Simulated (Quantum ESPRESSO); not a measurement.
# In (Im-3m) in Quantum ESPRESSO: reference runs

Aim: a first look at In with PBEsol, on the cell as given and on a disturbed one.

All numbers are computed with Quantum ESPRESSO 7.5; they aren't measurements. Logs are shortened: lines on timing, memory, paths and dates and some standing lists are left out, and cuts for length are marked.

## 1. The crystal as given

Symmetry: Im-3m, No. 229, cubic system. The conventional cell has a = 3.765 Å, b = 3.765 Å, c = 3.765 Å, α = 90.00°, β = 90.00°, γ = 90.00°. In (site symmetry m-3m) is surrounded by 8 In at 3.26 Å.

This isn't the form of In at room conditions, which is tetragonal.

## 2. Single point, PBEsol

Input file pw.in:

```
&CONTROL
  calculation = 'scf'
  prefix = 'pwscf'
  outdir = './tmp'
  pseudo_dir = './pseudo'
  tprnfor = .true.
  tstress = .true.
  disk_io = 'low'
/
&SYSTEM
  ibrav = 0
  nat = 1
  ntyp = 1
  ecutwfc = 56
  ecutrho = 448
  nbnd = 12
  occupations = 'smearing'
  smearing = 'fd'
  degauss = 0.00367493
/
&ELECTRONS
  conv_thr = 2d-10
  electron_maxstep = 120
  mixing_beta = 0.5
/
ATOMIC_SPECIES
In   114.8180 in_pbesol_v1.4.uspp.F.UPF
CELL_PARAMETERS angstrom
  -1.8825252400    1.8825252400    1.8825252400
   1.8825252400   -1.8825252400    1.8825252400
   1.8825252400    1.8825252400   -1.8825252400
ATOMIC_POSITIONS crystal
In     0.0000000000    0.0000000000    0.0000000000
K_POINTS automatic
10 10 10 0 0 0
```

Input file pp_density.in:

```
&INPUTPP
  prefix = 'pwscf'
  outdir = './tmp'
  filplot = 'density.dat'
  plot_num = 0
/
&PLOT
  nfile = 1
  filepp(1) = 'density.dat'
  iflag = 3
  output_format = 6
  fileout = 'density.cube'
/
```

Input file pp_potential.in:

```
&INPUTPP
  prefix = 'pwscf'
  outdir = './tmp'
  filplot = 'potential.dat'
  plot_num = 11
/
&PLOT
  nfile = 1
  filepp(1) = 'potential.dat'
  iflag = 3
  output_format = 6
  fileout = 'potential.cube'
/
```

Potentials or basis: GBRV 1.5 PBEsol.

Run with:

```
OMP_NUM_THREADS=1 mpirun -n 2 pw.x -nk 2 -in pw.in > pw.out
OMP_NUM_THREADS=1 mpirun -n 1 pp.x -in pp_density.in > pp_density.out
OMP_NUM_THREADS=1 mpirun -n 1 pp.x -in pp_potential.in > pp_potential.out
```

pw.out:

```text
This program is part of the open-source Quantum ESPRESSO suite
     for quantum simulation of materials; please cite
[... 13 lines left out ...]
     --------------------
     sticks:   dense  smooth     PW     G-vecs:    dense   smooth      PW
     Sum        1267     631    229                28867    10149    2243

     Using Slab Decomposition

     bravais-lattice index     =            0
     lattice parameter (alat)  =       6.1617  a.u.
     unit-cell volume          =     180.0856 (a.u.)^3
     number of atoms/cell      =            1
     number of atomic types    =            1
     number of electrons       =        13.00
     number of Kohn-Sham states=           12
     kinetic-energy cutoff     =      56.0000  Ry
     charge density cutoff     =     448.0000  Ry
     scf convergence threshold =      2.0E-10
     mixing beta               =       0.5000
     number of iterations used =            8  plain     mixing
     Exchange-correlation= SLA  PW   PSX  PSC
                           (   1   4  10   8   0   0   0)

     celldm(1)=   6.161696  celldm(2)=   0.000000  celldm(3)=   0.000000
     celldm(4)=   0.000000  celldm(5)=   0.000000  celldm(6)=   0.000000

     crystal axes: (cart. coord. in units of alat)
               a(1) = (  -0.577350   0.577350   0.577350 )
               a(2) = (   0.577350  -0.577350   0.577350 )
               a(3) = (   0.577350   0.577350  -0.577350 )

     reciprocal axes: (cart. coord. in units 2 pi/alat)
               b(1) = ( -0.000000  0.866025  0.866025 )
               b(2) = (  0.866025 -0.000000  0.866025 )
               b(3) = (  0.866025  0.866025  0.000000 )

     PseudoPot. # 1 for In read from file:
     in_pbesol_v1.4.uspp.F.UPF
     Pseudo is Ultrasoft + core correction, Zval = 13.0
     Generated by new atomic code, or converted to UPF format
     Using radial grid of  889 points,  6 beta functions with:
                l(1) =   0
                l(2) =   0
                l(3) =   1
                l(4) =   1
                l(5) =   2
                l(6) =   2
     Q(r) pseudized with  6 coefficients,  rinner =    1.400   1.400   1.400
                                                       1.400   1.400

     atomic species   valence    mass     pseudopotential
     In               13.00   114.81800     In( 1.00)

     48 Sym. Ops., with inversion, found

   Cartesian axes

     site n.     atom                  positions (alat units)
         1        In     tau(   1) = (   0.0000000   0.0000000   0.0000000  )

     number of k points=    47  Fermi-Dirac smearing, width (Ry)=  0.0037
                       cart. coord. in units 2pi/alat
        k(    1) = (   0.0000000   0.0000000   0.0000000), wk =   0.0020000
        k(    2) = (   0.0866025   0.0866025   0.0000000), wk =   0.0240000
        k(    3) = (   0.1732051   0.1732051   0.0000000), wk =   0.0240000
        k(    4) = (   0.2598076   0.2598076   0.0000000), wk =   0.0240000
        k(    5) = (   0.3464102   0.3464102   0.0000000), wk =   0.0240000
        k(    6) = (  -0.4330127  -0.4330127   0.0000000), wk =   0.0120000
[... 39 lines left out ...]
        k(   46) = (  -0.8660254  -0.0866025  -0.0866025), wk =   0.0240000
        k(   47) = (  -0.8660254  -0.8660254  -0.8660254), wk =   0.0020000

     Dense  grid:    28867 G-vectors     FFT dimensions: (  45,  45,  45)

     Smooth grid:    10149 G-vectors     FFT dimensions: (  30,  30,  30)

     Initial potential from superposition of free atoms

     starting charge      11.5000, renormalised to      13.0000
     Starting wfcs are    9 randomized atomic wfcs +    3 random wfcs

     Self-consistent Calculation

     iteration #  1     ecut=    56.00 Ry     beta= 0.50
     Davidson diagonalization with overlap
     ethr =  1.00E-02,  avg # of iterations =  6.0

     total energy              =    -131.70328933 Ry
     estimated scf accuracy    <       4.36604032 Ry

     iteration #  2     ecut=    56.00 Ry     beta= 0.50
     Davidson diagonalization with overlap
     ethr =  1.00E-02,  avg # of iterations =  2.0

     total energy              =    -133.15429924 Ry
     estimated scf accuracy    <       0.24271468 Ry

     iteration #  3     ecut=    56.00 Ry     beta= 0.50
     Davidson diagonalization with overlap
     ethr =  1.87E-03,  avg # of iterations =  2.0

     total energy              =    -133.18446729 Ry
     estimated scf accuracy    <       0.00942659 Ry

     iteration #  4     ecut=    56.00 Ry     beta= 0.50
     Davidson diagonalization with overlap
     ethr =  7.25E-05,  avg # of iterations =  3.6

     total energy              =    -133.18671943 Ry
     estimated scf accuracy    <       0.00136430 Ry

     iteration #  5     ecut=    56.00 Ry     beta= 0.50
     Davidson diagonalization with overlap
     ethr =  1.05E-05,  avg # of iterations =  6.3

     total energy              =    -133.18706752 Ry
     estimated scf accuracy    <       0.00000418 Ry

     iteration #  6     ecut=    56.00 Ry     beta= 0.50
     Davidson diagonalization with overlap
     ethr =  3.21E-08,  avg # of iterations =  3.2

     total energy              =    -133.18706917 Ry
     estimated scf accuracy    <       0.00000430 Ry

     iteration #  7     ecut=    56.00 Ry     beta= 0.50
     Davidson diagonalization with overlap
     ethr =  3.21E-08,  avg # of iterations =  2.0

     total energy              =    -133.18707026 Ry
     estimated scf accuracy    <       0.00000002 Ry

     iteration #  8     ecut=    56.00 Ry     beta= 0.50
     Davidson diagonalization with overlap
     ethr =  1.48E-10,  avg # of iterations =  3.2

     total energy              =    -133.18707026 Ry
     estimated scf accuracy    <          8.7E-09 Ry

     iteration #  9     ecut=    56.00 Ry     beta= 0.50
     Davidson diagonalization with overlap
     ethr =  6.72E-11,  avg # of iterations =  2.0

     End of self-consistent calculation

          k = 0.0000 0.0000 0.0000 (  1253 PWs)   bands (ev):

    -4.7650  -4.7650  -4.7650  -4.4983  -4.4983   0.3817  20.6465  20.6465
    20.6465  22.6796  22.6796  22.6796

          k = 0.0866 0.0866 0.0000 (  1262 PWs)   bands (ev):

    -4.7753  -4.7558  -4.7256  -4.5092  -4.4988   0.6104  18.5946  19.6907
    20.1241  21.6562  21.9941  22.5522

          k = 0.1732 0.1732 0.0000 (  1282 PWs)   bands (ev):

    -4.8022  -4.7428  -4.6206  -4.5302  -4.4997   1.3047  15.1508  18.1184
    18.9704  20.8370  21.0786  23.0986

          k = 0.2598 0.2598 0.0000 (  1290 PWs)   bands (ev):

    -4.8352  -4.7552  -4.5343  -4.5004  -4.4869   2.4766  11.8438  16.7766
    17.9248  20.2666  20.4006  24.2524

          k = 0.3464 0.3464 0.0000 (  1274 PWs)   bands (ev):

    -4.8617  -4.7862  -4.5207  -4.5005  -4.3752   4.1193   8.8869  15.9004
    17.2483  19.9440  19.9968  24.6939

          k =-0.4330-0.4330 0.0000 (  1272 PWs)   bands (ev):

    -4.8719  -4.8014  -4.5130  -4.5005  -4.3318   5.8769   6.6872  15.5966
    17.0165  19.8414  19.8632  24.7011

          k = 0.1732 0.0866 0.0866 (  1289 PWs)   bands (ev):

    -4.7817  -4.7557  -4.6536  -4.5261  -4.4998   1.0722  16.6031  17.5532
    18.9598  21.7460  21.8313  22.9998

          k = 0.2598 0.1732 0.0866 (  1285 PWs)   bands (ev):

    -4.8077  -4.7455  -4.5491  -4.5392  -4.5002   2.0066  13.5347  15.8841
    17.7843  21.0872  22.3418  23.1009

          k = 0.3464 0.2598 0.0866 (  1285 PWs)   bands (ev):

    -4.8364  -4.7579  -4.5345  -4.5068  -4.4322   3.4159  10.4558  14.8545
    16.9096  20.5656  22.1827  23.9455

          k = 0.4330 0.3464 0.0866 (  1271 PWs)   bands (ev):

    -4.8539  -4.7780  -4.5183  -4.5090  -4.3625   5.2554   7.7567  14.3230
    16.4528  20.3074  21.9350  24.6825

          k = 0.3464 0.1732 0.1732 (  1271 PWs)   bands (ev):

    -4.8154  -4.7310  -4.5456  -4.5242  -4.4615   3.1802  11.9008  13.2126
    16.8414  21.8876  22.0192  24.6845

          k = 0.4330 0.2598 0.1732 (  1275 PWs)   bands (ev):

    -4.8279  -4.7186  -4.5369  -4.5260  -4.4179   4.8007   9.4753  12.0405
    16.2299  21.5215  23.2630  24.6779

          k = 0.5196 0.3464 0.1732 (  1272 PWs)   bands (ev):

    -4.8330  -4.7174  -4.5420  -4.5119  -4.4038   6.4110   7.4974  11.7375
    16.0190  21.3773  24.5976  24.9293

          k = 0.5196 0.2598 0.2598 (  1260 PWs)   bands (ev):

    -4.8234  -4.6559  -4.5803  -4.4996  -4.4443   6.4804   8.7887   9.7683
    15.8763  22.9173  23.0192  24.6135

          k = 0.1732 0.1732 0.1732 (  1292 PWs)   bands (ev):

    -4.7843  -4.7843  -4.5621  -4.5144  -4.5144   1.7742  14.6328  16.2112
    16.2112  23.3989  23.3989  23.9281

          k = 0.2598 0.2598 0.1732 (  1278 PWs)   bands (ev):

    -4.8139  -4.7653  -4.5253  -4.5053  -4.4814   2.9495  12.0502  14.3483
    15.1909  23.5321  23.6932  24.6816

          k = 0.3464 0.3464 0.1732 (  1277 PWs)   bands (ev):

    -4.8348  -4.7562  -4.5167  -4.5008  -4.4289   4.5766   9.2885  13.4496
    14.5613  23.1928  23.2701  24.7113

          k = 0.4330 0.4330 0.1732 (  1270 PWs)   bands (ev):

    -4.8422  -4.7566  -4.5079  -4.4996  -4.4104   6.2222   7.2426  13.1617
    14.3487  23.0608  23.1124  24.7192

          k = 0.0000 0.0000 0.1732 (  1273 PWs)   bands (ev):

    -4.7432  -4.7432  -4.7275  -4.5320  -4.4937   0.8399  18.4345  18.6434
    18.6434  20.4013  22.7065  22.7065

          k = 0.3464 0.2598 0.2598 (  1277 PWs)   bands (ev):

    -4.8095  -4.7454  -4.5160  -4.5115  -4.4620   4.3452  10.6492  12.1429
    13.9849  24.5932  24.7395  25.0853

          k = 0.4330 0.3464 0.2598 (  1267 PWs)   bands (ev):

    -4.8124  -4.7046  -4.5215  -4.5064  -4.4714   6.0868   8.6391  11.1341
    13.5140  24.4824  24.7688  26.3654

          k = 0.0000-0.0866 0.2598 (  1280 PWs)   bands (ev):

    -4.7621  -4.7217  -4.6277  -4.5633  -4.5005   1.5354  15.3026  17.1249
    17.8689  20.0715  22.3235  22.6338

          k = 0.5196 0.3464 0.3464 (  1253 PWs)   bands (ev):

    -4.8036  -4.6082  -4.6082  -4.4944  -4.4944   7.1370   9.0644   9.0644
    13.2582  24.6580  26.0596  26.0596

          k =-0.0000-0.1732 0.3464 (  1281 PWs)   bands (ev):

    -4.7929  -4.7306  -4.5677  -4.5127  -4.4927   2.7065  12.0436  15.8654
    16.9931  20.6374  21.6076  22.3902

          k = 0.0866-0.0866 0.3464 (  1277 PWs)   bands (ev):

    -4.7570  -4.7005  -4.5885  -4.5514  -4.5114   2.4692  13.5704  14.5989
    17.6771  19.4260  21.7343  24.4874

          k = 0.0000-0.2598 0.4330 (  1278 PWs)   bands (ev):

    -4.8177  -4.7641  -4.5490  -4.5221  -4.3797   4.3438   9.1088  15.0444
    16.4106  20.9571  21.1468  23.0231

          k = 0.0866-0.1732 0.4330 (  1271 PWs)   bands (ev):

    -4.7747  -4.7144  -4.5743  -4.5458  -4.4330   3.8717  10.8448  13.3085
    17.2249  19.9464  21.3953  24.4974

          k =-0.8660-0.3464-0.3464 (  1284 PWs)   bands (ev):

    -4.8272  -4.7804  -4.5389  -4.5259  -4.3357   6.0669   6.9481  14.7593
    16.2106  20.9712  20.9921  24.3907

          k =-0.7794-0.2598-0.3464 (  1269 PWs)   bands (ev):

    -4.7892  -4.7357  -4.5805  -4.5288  -4.3665   5.6860   8.2167  12.7698
    16.8570  20.3667  22.1459  23.8860

          k =-0.6928-0.1732-0.3464 (  1268 PWs)   bands (ev):

    -4.7721  -4.6998  -4.6039  -4.5195  -4.4036   5.4668   9.7554  10.8825
    17.6231  20.0606  21.1205  23.8207

          k =-0.6928-0.2598-0.2598 (  1259 PWs)   bands (ev):

    -4.7721  -4.6900  -4.6328  -4.4833  -4.4037   6.9663   8.2363  10.2436
    17.6626  20.4687  21.8065  21.9569

          k = 0.3464 0.3464 0.3464 (  1262 PWs)   bands (ev):

    -4.7471  -4.7471  -4.5224  -4.5018  -4.5018   5.8866   9.7137  11.4808
    11.4808  24.6709  27.6547  27.9796

          k = 0.4330 0.4330 0.3464 (  1264 PWs)   bands (ev):

    -4.7459  -4.6838  -4.5840  -4.4994  -4.4982   7.1443   8.8242  10.4702
    11.2571  24.6747  27.8683  28.1091

          k = 0.0000 0.0000 0.3464 (  1289 PWs)   bands (ev):

    -4.6719  -4.6719  -4.6295  -4.6218  -4.5267   2.2312  15.5881  15.6413
    15.6413  18.0249  24.2351  24.2352

          k =-0.0000-0.0866 0.4330 (  1274 PWs)   bands (ev):

    -4.6918  -4.6803  -4.6126  -4.5621  -4.5071   3.3960  12.6099  14.4148
    15.5287  17.9884  23.9599  24.2838

          k = 0.0000-0.1732 0.5196 (  1285 PWs)   bands (ev):

    -4.7384  -4.6999  -4.6232  -4.5444  -4.3915   5.0135   9.7587  13.6194
    15.1769  19.1738  23.2183  23.4599

          k = 0.0866-0.0866 0.5196 (  1280 PWs)   bands (ev):

    -4.7271  -4.6708  -4.6235  -4.5425  -4.4327   4.7787  11.3265  12.2660
    15.7919  17.6408  23.0458  23.6337

          k =-0.8660-0.2598-0.2598 (  1288 PWs)   bands (ev):

    -4.7564  -4.7076  -4.6356  -4.5295  -4.3461   6.6487   7.7013  13.3437
    15.0303  20.5831  21.4369  23.2858

          k =-0.7794-0.1732-0.2598 (  1276 PWs)   bands (ev):

    -4.7491  -4.6872  -4.6566  -4.4909  -4.3756   6.5383   9.0939  11.4506
    15.9120  18.6582  20.7693  23.2268

          k =-0.6928-0.1732-0.1732 (  1268 PWs)   bands (ev):

    -4.7307  -4.7307  -4.6565  -4.4133  -4.4133   7.7089   9.3818   9.3818
    16.7902  18.9617  18.9617  23.0571

          k =-0.0000-0.0000 0.5196 (  1280 PWs)   bands (ev):

    -4.7359  -4.6464  -4.5527  -4.5527  -4.5083   4.5419  13.1941  13.1941
    13.5795  16.3692  23.0091  24.6869

          k = 0.0000-0.0866 0.6062 (  1271 PWs)   bands (ev):

    -4.7794  -4.7169  -4.5486  -4.4940  -4.4057   6.1196  10.7642  12.3994
    13.8995  16.5773  20.4097  24.6832

          k =-0.8660-0.1732-0.1732 (  1268 PWs)   bands (ev):

    -4.7917  -4.7486  -4.5536  -4.4712  -4.3588   7.6473   8.8586  12.1238
    13.9587  17.7254  18.5982  24.6806

          k =-0.7794-0.0866-0.1732 (  1273 PWs)   bands (ev):

    -4.8038  -4.7783  -4.5238  -4.4238  -4.3798   7.7788  10.0859  10.7511
    14.3782  16.5907  18.1103  24.6854

          k = 0.0000 0.0000 0.6928 (  1260 PWs)   bands (ev):

    -4.8305  -4.7978  -4.4281  -4.4281  -4.4103   7.6319  11.6007  11.6007
    12.3635  15.4108  17.8783  24.6966

          k =-0.8660-0.0866-0.0866 (  1276 PWs)   bands (ev):

    -4.8448  -4.8353  -4.4239  -4.4014  -4.3690   9.0680  10.2215  11.3231
    12.6673  15.7133  16.2470  24.6982

          k =-0.8660-0.8660-0.8660 (  1264 PWs)   bands (ev):

    -4.8672  -4.8672  -4.3729  -4.3729  -4.3729  10.6675  11.0446  11.0446
    11.0446  15.0987  15.0987  24.7008

     the Fermi energy is     9.7336 ev

!    total energy              =    -133.18707027 Ry
     estimated scf accuracy    <          5.8E-11 Ry
     smearing contrib. (-TS)   =      -0.00040177 Ry
     internal energy E=F+TS    =    -133.18666850 Ry

     The total energy is F=E-TS. E is the sum of the following terms:
     one-electron contribution =     -40.29793186 Ry
     hartree contribution      =      30.91724963 Ry
     xc contribution           =     -37.36355968 Ry
     ewald contribution        =     -86.44242659 Ry

     convergence has been achieved in   9 iterations

     Forces acting on atoms (cartesian axes, Ry/au):

     atom    1 type  1   force =     0.00000000    0.00000000    0.00000000

     Total force =     0.000000     Total SCF correction =     0.000000

     Computing stress (Cartesian axis) and pressure

          total   stress  (Ry/bohr**3)                   (kbar)     P=      -15.27
  -0.00010382  -0.00000000  -0.00000000          -15.27       -0.00       -0.00
  -0.00000000  -0.00010382  -0.00000000           -0.00      -15.27       -0.00
  -0.00000000  -0.00000000  -0.00010382           -0.00       -0.00      -15.27

=------------------------------------------------------------------------------=
   JOB DONE.
=------------------------------------------------------------------------------=
```

It took 14 s on 2 MPI ranks of AMD EPYC 7R43 (Zen 3), shared host; peak memory 0.2 GiB.

What came out:

```
Free energy            : -1812.1024 eV
Pressure               : -1.5 GPa
Band gap on the k mesh : none (metal or under the smearing width)
```

Levels at points of the mesh, in eV from the Fermi level:
| k point | band 3 | band 4 | band 5 | band 6 | band 7 | band 8 | band 9 | band 10 |
| --- | --- | --- | --- | --- | --- | --- | --- | --- |
| (0.00, 0.00, 0.00) | -14.50 | -14.23 | -14.23 | -9.35 | 10.91 | 10.91 | 10.91 | 12.95 |
| (0.00, 0.00, -0.50) | -14.25 | -14.23 | -14.07 | -3.86 | -3.05 | 5.86 | 7.28 | 10.11 |
| (-0.50, -0.50, -0.50) | -14.11 | -14.11 | -14.11 | 0.93 | 1.31 | 1.31 | 1.31 | 5.37 |

## 3. Single point, PBEsol (cell strained at random at fixed volume)

pw.in, as its differences from that of step 2:

```diff
@@ -7,3 +7,3 @@
   tstress = .true.
-  disk_io = 'low'
+  disk_io = 'nowf'
 /
@@ -28,7 +28,7 @@
 CELL_PARAMETERS angstrom
-  -1.8825252400    1.8825252400    1.8825252400
-   1.8825252400   -1.8825252400    1.8825252400
-   1.8825252400    1.8825252400   -1.8825252400
+  -1.8697510000    1.8571300000    1.9138710000
+   1.8335350000   -1.9128010000    1.9333270000
+   1.8585180000    1.9015680000   -1.9695420000
 ATOMIC_POSITIONS crystal
-In     0.0000000000    0.0000000000    0.0000000000
+In    -0.0001030000   -0.0021710000    0.0014700000
 K_POINTS automatic
```

Potentials or basis: GBRV 1.5 PBEsol.

Run with:

```
OMP_NUM_THREADS=1 mpirun -n 2 pw.x -nk 2 -in pw.in > pw.out
```

It took 55 s on 2 MPI ranks of AMD EPYC 7R43 (Zen 3), shared host; peak memory 0.3 GiB.

Results (log left out):

```
Free energy            : -1812.1002 eV
Pressure               : -1.5 GPa
Band gap on the k mesh : none (metal or under the smearing width)
```

Stress tensor (GPa, compression positive):
```
-1.04 -0.07  0.31
-0.07 -1.63  0.62
 0.31  0.62 -1.78
```

Levels at points of the mesh, in eV from the Fermi level:
| k point | band 4 | band 5 | band 6 | band 7 | band 8 | band 9 |
| --- | --- | --- | --- | --- | --- | --- |
| (0.00, 0.00, 0.00) | -14.26 | -14.24 | -9.37 | 10.32 | 10.87 | 11.29 |
| (0.00, 0.00, -0.50) | -14.24 | -14.07 | -3.66 | -2.97 | 5.52 | 6.89 |
| (0.00, -0.50, 0.00) | -14.25 | -14.07 | -3.71 | -3.01 | 5.71 | 7.27 |
| (0.00, -0.50, -0.50) | -14.24 | -14.10 | -4.25 | -3.20 | 6.30 | 7.78 |
| (-0.50, 0.00, 0.00) | -14.27 | -14.07 | -3.77 | -3.04 | 5.91 | 7.54 |
| (-0.50, 0.00, -0.50) | -14.23 | -14.09 | -4.04 | -3.12 | 5.93 | 7.47 |
| (-0.50, -0.50, 0.00) | -14.23 | -14.08 | -3.77 | -3.01 | 5.44 | 7.10 |
| (-0.50, -0.50, -0.50) | -14.12 | -14.09 | 0.85 | 0.87 | 1.36 | 1.71 |
